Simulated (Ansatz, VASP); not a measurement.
## One calculation of Be, two programs

```
Be
1.0
     2.30182    0.00000    0.00000
    -1.15091    1.99343    0.00000
     0.00000    0.00000    7.32218
Be
4
Direct
  0.00000 0.00000 0.00000
  0.00000 0.00000 0.50000
  0.33333 0.66667 0.25000
  0.66667 0.33333 0.75000
```

Alike in both runs: task single point; functional revPBE; k mesh 18 × 18 × 5; occupations fermi-dirac, width 0.1 eV; no spin polarisation.

|  | VASP | Ansatz |
| --- | --- | --- |
| version | VASP 6.6.1 | Ansatz 0.2.0 |
| potentials or method | VASP PAW PBE potentials, release 64 (Be) | plane waves (420 eV) with PAW, scalar-relativistic |
| plane-wave cutoff (eV) | 520 | 420 |
| valence electrons in the cell | 8 | 8 |

Ansatz gave:

```
pressure (GPa)                                  : -4.3
largest component of the traceless stress (GPa) : 0.25
```

**Question.** Estimate VASP's values.

**Answer.** Pressure (GPa): -4.3; largest component of the traceless stress (GPa): 0.26.

Caveats: the PAW data sets were made with another functional, which shifts forces and pressure a little (VASP).
